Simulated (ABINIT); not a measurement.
The system is P.

```
CELL_PARAMETERS angstrom
1.72573 0.99635 3.12968
-1.72573 0.99635 3.12968
0.00000 -1.99270 3.12968
ATOMIC_POSITIONS crystal
P 0.77292 0.77292 0.77292
P 0.22708 0.22708 0.22708
```

This isn't the form of P at room conditions, which is orthorhombic.

```yaml
Program: ABINIT 10.8.3 (patched build)
Task: relaxation of cell and atoms
Functional: PBEsol
Potentials_or_basis: JTH PAW PBE v2.0
Cutoff: 544 eV
k_mesh: 7 × 7 × 7
Occupations: fermi-dirac, width 0.05 eV
Spin: no spin polarisation
```

At the start: pressure -1.7 GPa; volume 16.14 Å³/atom.

Question: Where does the relaxation end?

Answer: Over 13 steps the energy falls by 11.7 meV/atom and the volume is 15.34 Å³/atom (-5.0 %); space group R-3m (No. 166, to 0.05 Å).

The path:
```tsv
step	energy change (eV)	largest force (eV/Å)	pressure (GPa)	volume (Å³)
1	0.0000	0.2369	-1.69	32.29
2	-0.0033	0.2344	-1.45	32.12
3	-0.0186	0.1006	2.07	30.21
4	-0.0212	0.0918	0.92	30.67
5	-0.0223	0.0578	0.37	30.81
6	-0.0232	0.0059	-0.08	30.85
7	-0.0234	0.0050	-0.08	30.78
8	-0.0234	0.0055	-0.02	30.71
9	-0.0234	0.0045	0.00	30.68
10	-0.0234	0.0037	0.00	30.67
11	-0.0234	0.0029	0.00	30.67
12	-0.0234	0.0015	0.00	30.67
13	-0.0234	0.0004	0.00	30.68
```

Final structure:
```
P
1.0
     1.72126    0.99377    2.98911
    -1.72126    0.99377    2.98911
     0.00000   -1.98753    2.98911
P
2
Direct
  0.76846 0.76846 0.76846
  0.23154 0.23154 0.23154
```

Caveat: the PAW data sets were made with another functional, which shifts forces and pressure a little.
